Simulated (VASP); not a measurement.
# Ge (Cmmm) in VASP: a series of runs

The runs below take Ge through single point, with PBE.

Program: VASP 6.6.1. These are calculated values, not measurements. Logs are shortened: lines on timing, memory, paths and dates and some standing lists are left out, and cuts for length are marked.

## (1) The crystal as given

It takes space group Cmmm (No. 65, orthorhombic). The conventional cell has a = 2.794 Å, b = 5.201 Å, c = 2.698 Å, α = 90.00°, β = 90.00°, γ = 90.00°. Ge (site symmetry mmm) has 8 Ge at 2.70 to 2.95 Å as nearest neighbours.

This isn't the form of Ge at room conditions, which is diamond.

## (2) Single point, PBE

Input file INCAR:

```
PREC = Accurate ; ENCUT = 300
EDIFF = 1E-7 ; ISMEAR = 0
SIGMA = 0.05 ; LREAL = F
LASPH = T ; NELM = 100
ALGO = Normal ; ISIF = 2
LWAVE = F ; LCHARG = F
GGA = PE ; NBANDS = 13
ADDGRID = F
```

Input file KPOINTS:

```
Automatic mesh
0
Gamma
  2 2 2
```

Input file POSCAR:

```
Ge
1.0
    1.4161900000     -2.6475770000      0.0134350000
    1.3961930000      2.6368340000      0.0183540000
    0.0306960000      0.0025520000      2.6389690000
Ge
1
Direct
    0.4852650000      0.4800630000      0.0156560000
```

Potentials or basis: VASP PAW PBE potentials, release 64 (Ge_d).

The run is started by

```
$ cat potpaw_PBE.64/Ge_d/POTCAR > POTCAR
$ mpirun -np 1 vasp_std > vasp.out
```

OUTCAR:

```text
PREC = Accurate
   ENCUT = 300
   EDIFF = 1E-7
   ISMEAR = 0
   LREAL = F
   LASPH = T
   NELM = 100
   ISIF = 2
   GGA = PE

 Found      8 irreducible k-points:

 Following reciprocal coordinates:
            Coordinates               Weight
  0.000000  0.000000  0.000000      1.000000
  0.500000 -0.000000  0.000000      1.000000
 -0.000000  0.500000  0.000000      1.000000
  0.500000  0.500000  0.000000      1.000000
 -0.000000  0.000000  0.500000      1.000000
  0.500000 -0.000000  0.500000      1.000000
   k-points           NKPTS =      8   k-points in BZ     NKDIM =      8   number of bands    NBANDS=     13
   number of dos      NEDOS =    301   number of ions     NIONS =      1
   total plane-waves  NPLWV =   5184
   dimension x,y,z NGX =    18 NGY =   18 NGZ =   16
   dimension x,y,z NGXF=    36 NGYF=   36 NGZF=   32
   ions per type =               1
   NGX,Y,Z   is equivalent  to a cutoff of   9.97, 10.03, 10.08 a.u.
   NGXF,Y,Z  is equivalent  to a cutoff of  19.93, 20.06, 20.16 a.u.
 SYSTEM =  unknown system
   PREC   = accura    normal or accurate (medium, high low for compatibility)
   ISTART =      0    job   : 0-new  1-cont  2-samecut
   ICHARG =      2    charge: 1-file 2-atom 10-const
   ISPIN  =      1    spin polarized calculation?
   LNONCOLLINEAR =      F non collinear calculations
   LSORBIT =      F    spin-orbit coupling
   LASPH  =      T    aspherical Exc in radial PAW
   ENCUT  =  300.0 eV  22.05 Ry    4.70 a.u.   4.24  4.21  3.73*2*pi/ulx,y,z
   NELM   =    100;   NELMIN=  2; NELMDL= -5     # of ELM steps
   EDIFF  = 0.1E-06   stopping-criterion for ELM
   LREAL  =      F    real-space projection
   EDIFFG = 0.1E-05   stopping-criterion for IOM
   NSW    =      0    number of steps for IOM
   IBRION =     -1    ionic relax: 0-MD 1-quasi-New 2-CG
   NFREE  =      0    steps in history (QN), initial steepest desc. (CG)
   ISIF   =      2    stress and relaxation
   ISYM   =      2    0-nonsym 1-usesym 2-fastsym
   POTIM  = 0.5000    time-step for ionic-motion
   TEBEG  =    0.0;   TEEND  =   0.0 temperature during run
   PSTRESS=    0.0 pullay stress
   NELECT =      14.0000    total number of electrons
   NUPDOWN=      -1.0000    fix difference up-down
   EMIN   =  10.00;   EMAX   =-10.00  energy-range for DOS
   EFERMI =   0.00;   METHOD = LEGACY
   ISMEAR =     0;   SIGMA  =   0.05  broadening in eV -4-tet -1-fermi 0-gaus
   EFERMI_NEDOS =   21; number of points for ismear=-14 and -15
   IALGO  =     38    algorithm
   IMIX   =      4    mixing-type and parameters
     AMIX     =   0.40;   BMIX     =  1.00
     AMIX_MAG =   1.60;   BMIX_MAG =  1.00
  volume/ion in A,a.u.               =      19.61       132.31
  Fermi-wavevector in a.u.,A,eV,Ry     =   1.463234  2.765111 29.130789  2.141053
  Thomas-Fermi vector in A             =   2.579353
   LORBIT       =      0    0 simple, 1 ext, 2 COOP (PROOUT), +10 PAW based schemes
   GGA     = PE    functional components
   LHFCALC =     F    Hartree Fock is set to
   AEXX    =    0.0000 exact exchange contribution
   IVDW    =     0    specifies the selected vdW correction
   LEPSILON=     F    determine dielectric tensor
   LRPA    =     F    only Hartree local field effects (RPA)
 non-spin polarized calculation
 Gauss-broadening in eV      SIGMA  =   0.05
  energy-cutoff  :      300.00
  volume of cell :       19.61
 maximum number of plane-waves:       236
 NGX is ok and might be reduce to    18

 number of electron      13.9999983 magnetization

 Free energy of the ion-electron system (eV)
  ---------------------------------------------------
  ext. energy  EPLUGINS =         0.00000000
  ---------------------------------------------------
  free energy    TOTEN  =        -5.24733147 eV

  energy without entropy =       -5.24732988  energy(sigma->0) =       -5.24733068

 E-fermi :   4.4174     XC(G=0): -10.9586

 val. band max:        4.2674324465   @ k =  -0.0000   0.5000   0.5000
 cond. band min:       4.5624068830   @ k =   0.5000  -0.0000   0.5000
 fundamental gap:      0.2949744365
 Fermi energy:         4.4173718782

 k-point     1 :       0.0000    0.0000    0.0000
  band No.  band energies     occupation
      1     -18.2246      2.00000
      2     -18.1072      2.00000
      3     -18.0622      2.00000
      4     -17.9383      2.00000
      5     -17.9276      2.00000
      6      -6.5550      2.00000
      7      12.8796      0.00000
      8      13.8079      0.00000
      9      14.5349      0.00000
     10      16.7835      0.00000
     11      18.4721      0.00000
     12      20.8444      0.00000
     13      21.1400      0.00000

 k-point     2 :       0.5000   -0.0000    0.0000
  band No.  band energies     occupation
      1     -18.1786      2.00000
      2     -18.0918      2.00000
      3     -18.0309      2.00000
      4     -17.9577      2.00000
      5     -17.9076      2.00000
      6      -1.7287      2.00000
      7       0.9870      2.00000
      8       9.5065      0.00000
      9      13.5064      0.00000
     10      17.4880      0.00000
     11      23.1979      0.00000
     12      23.5083      0.00000
     13      24.1779      0.00000

 k-point     3 :      -0.0000    0.5000    0.0000
  band No.  band energies     occupation
      1     -18.1796      2.00000
      2     -18.0887      2.00000
      3     -18.0322      2.00000
      4     -17.9562      2.00000
      5     -17.9083      2.00000
      6      -1.6385      2.00000
      7       1.0253      2.00000
      8       9.2912      0.00000
      9      13.3042      0.00000
     10      17.5500      0.00000
     11      23.2398      0.00000
     12      23.5589      0.00000
     13      24.2750      0.00000

 k-point     4 :       0.5000    0.5000    0.0000
  band No.  band energies     occupation
      1     -18.2059      2.00000
      2     -18.0968      2.00000
      3     -18.0321      2.00000
      4     -17.9393      2.00000
      5     -17.9167      2.00000
      6      -2.6352      2.00000
      7       0.8065      2.00000
      8      11.3335      0.00000
      9      15.2448      0.00000
     10      16.8173      0.00000
     11      22.6027      0.00000
     12      23.2500      0.00000
     13      23.6398      0.00000

 k-point     5 :      -0.0000    0.0000    0.5000
  band No.  band energies     occupation
      1     -18.1148      2.00000
      2     -18.0869      2.00000
      3     -18.0356      2.00000
      4     -17.9784      2.00000
      5     -17.9437      2.00000
      6      -2.3573      2.00000
      7       0.5526      2.00000
      8      16.0595      0.00000
      9      17.6735      0.00000
     10      21.8564      0.00000
     11      22.1310      0.00000
     12      22.9242      0.00000
     13      24.6200      0.00000

 k-point     6 :       0.5000   -0.0000    0.5000
  band No.  band energies     occupation
      1     -18.1575      2.00000
      2     -18.0966      2.00000
      3     -18.0215      2.00000
      4     -17.9239      2.00000
      5     -17.8788      2.00000
      6       2.8782      2.00000
      7       4.2343      2.00000
      8       4.5624      0.00004
      9       9.9103      0.00000
     10      12.7210      0.00000
     11      17.9709      0.00000
     12      19.2224      0.00000
     13      19.3849      0.00000

 [... further k-points ...]

------------------------ aborting loop because EDIFF is reached ----------------------------------------

  FORCE on cell =-STRESS in cart. coord.  units (eV):
  Direction    XX          YY          ZZ          XY          YZ          ZX
  --------------------------------------------------------------------------------------
  -------------------------------------------------------------------------------------
  Total       -1.0637254     -1.5583333      5.0955838      0.0722927      0.0039927      4.0051895
  in kB      -86.9217720   -127.3384014    416.3830018      5.9073592      0.3262594    327.2819937
  external PRESSURE =      67.3742761 kB  Pullay stress =       0.0000000 kB

 VOLUME and BASIS-vectors are now :
 -----------------------------------------------------------------------------
  energy-cutoff  :      300.00
  volume of cell :       19.61
      direct lattice vectors                 reciprocal lattice vectors
     1.416190000 -2.647577000  0.013435000     0.354897238 -0.187889191 -0.003946402
     1.396193000  2.636834000  0.018354000     0.356347309  0.190588350 -0.004329273
     0.030696000  0.002552000  2.638969000    -0.004285175 -0.000368995  0.378986066

 POSITION                                       TOTAL-FORCE (eV/Angst)
 -----------------------------------------------------------------------------------
      1.35797     -0.01889      0.05665        -0.000000      0.000000      0.000000
 -----------------------------------------------------------------------------------
    total drift:                               -0.000164      0.000380      0.000115

  FREE ENERGIE OF THE ION-ELECTRON SYSTEM (eV)
  ---------------------------------------------------
  free  energy   TOTEN  =        -5.2473314715 eV

  energy  without entropy=       -5.2473298795  energy(sigma->0) =       -5.24733068
```

Wall time 1.4 s (1 thread of Intel Xeon 6975P-C (Granite Rapids), shared host); peak memory 0.11 GiB.

The run converged, but a check on its numbers failed (symmetry, net force, bounds or a known fault of this set-up), so they aren't taken as properties of the crystal.

Caveat: the k mesh is coarse (spacing up to 1.27 Å⁻¹), so the values aren't converged; the cutoff lies under the usual one of these potentials, so the numbers hold a large basis-set error.

## (3) Single point, PBE

This run uses another cell than the first one, of the same volume but with other edges.

Changes to INCAR since step 2:

```diff
@@ -1,2 +1,2 @@
-PREC = Accurate ; ENCUT = 300
+PREC = Accurate ; ENCUT = 350
 EDIFF = 1E-7 ; ISMEAR = 0
```

KPOINTS is that of step 2.

Input file POSCAR:

```
Ge
1.0
    1.3971490000     -2.6005160000      0.0000000000
    1.3971490000      2.6005160000      0.0000000000
    0.0000000000      0.0000000000      2.6982310000
Ge
1
Direct
    0.5000000000      0.5000000000      0.0000000000
```

Potentials or basis: VASP PAW PBE potentials, release 64 (Ge_d).

The run is started by

```
$ cat potpaw_PBE.64/Ge_d/POTCAR > POTCAR
$ mpirun -np 1 vasp_std > vasp.out
```

OUTCAR:

```text
PREC = Accurate
   ENCUT = 350
   EDIFF = 1E-7
   ISMEAR = 0
   LREAL = F
   LASPH = T
   NELM = 100
   ISIF = 2
   GGA = PE

 Found      6 irreducible k-points:

 Following reciprocal coordinates:
            Coordinates               Weight
  0.000000  0.000000  0.000000      1.000000
  0.500000  0.000000  0.000000      2.000000
  0.500000  0.500000  0.000000      1.000000
  0.000000  0.000000  0.500000      1.000000
  0.500000  0.000000  0.500000      2.000000
  0.500000  0.500000  0.500000      1.000000
[... 169 lines left out ...]

------------------------ aborting loop because EDIFF is reached ----------------------------------------

  FORCE on cell =-STRESS in cart. coord.  units (eV):
  Direction    XX          YY          ZZ          XY          YZ          ZX
  --------------------------------------------------------------------------------------
  -------------------------------------------------------------------------------------
  Total       -2.3217805     -1.7733156      6.7212822      0.0000000      0.0000000      0.0000000
  in kB     -189.7231642   -144.9056271    549.2263101      0.0000000      0.0000000      0.0000000
  external PRESSURE =      71.5325062 kB  Pullay stress =       0.0000000 kB

 VOLUME and BASIS-vectors are now :
 -----------------------------------------------------------------------------
  energy-cutoff  :      350.00
  volume of cell :       19.61
      direct lattice vectors                 reciprocal lattice vectors
     1.397149000 -2.600516000  0.000000000     0.357871637 -0.192269534  0.000000000
     1.397149000  2.600516000  0.000000000     0.357871637  0.192269534  0.000000000
     0.000000000  0.000000000  2.698231000     0.000000000  0.000000000  0.370613191

 POSITION                                       TOTAL-FORCE (eV/Angst)
 -----------------------------------------------------------------------------------
      1.39715      0.00000      0.00000         0.000000      0.000000      0.000000
 -----------------------------------------------------------------------------------
    total drift:                                0.000000      0.000000      0.000000

  FREE ENERGIE OF THE ION-ELECTRON SYSTEM (eV)
  ---------------------------------------------------
  free  energy   TOTEN  =        -5.3498467624 eV

  energy  without entropy=       -5.3439184914  energy(sigma->0) =       -5.34688263
```

OSZICAR:

```text
N       E                     dE             d eps       ncg     rms          rms(c)
DAV:   1     0.567802775183E+02    0.56780E+02   -0.57965E+03   171   0.235E+03
DAV:   2    -0.407553542389E+00   -0.57188E+02   -0.54790E+02   161   0.371E+02
DAV:   3    -0.534771434708E+01   -0.49402E+01   -0.49267E+01   161   0.651E+01
[... 11 lines left out ...]
DAV:  15    -0.534985579493E+01    0.27701E-04   -0.26764E-06   166   0.221E-02    0.240E-02
DAV:  16    -0.534984826812E+01    0.75268E-05   -0.76328E-07   166   0.125E-02    0.990E-03
DAV:  17    -0.534984702375E+01    0.12444E-05   -0.15281E-07   166   0.523E-03    0.414E-03
DAV:  18    -0.534984677636E+01    0.24739E-06   -0.28988E-08    98   0.265E-03    0.110E-03
DAV:  19    -0.534984676237E+01    0.13990E-07   -0.11429E-08    93   0.996E-04
   1 F= -.53498468E+01 E0= -.53468826E+01  d E =-.592827E-02
```

stdout:

```text
POSCAR found type information on POSCAR Ge
 POSCAR found :  1 types and       1 ions
 scaLAPACK will be used
 LDA part: xc-table for (Slater+PW92), standard interpolation
 POSCAR, INCAR and KPOINTS ok, starting setup
 FFT: planning ... GRIDC
 FFT: planning ... GRID_SOFT
 FFT: planning ... GRID
 WAVECAR not read
 entering main loop
```

It took 1.8 s on 1 thread of Intel Xeon 6975P-C (Granite Rapids), shared host; peak memory 0.11 GiB.

These settings aren't checked as converged: the numbers below hold their error.

What came out:

* Free energy: -5.3498 eV
* Band gap on the k mesh: none (metal or under the smearing width)

Caveat: the k mesh is coarse (spacing up to 1.28 Å⁻¹), so the values aren't converged; the cutoff is under 1.25 times the usual one of these potentials, so pressure, stress and relaxed cells hold a basis-set (Pulay) error.

[end of part 1 of 2]
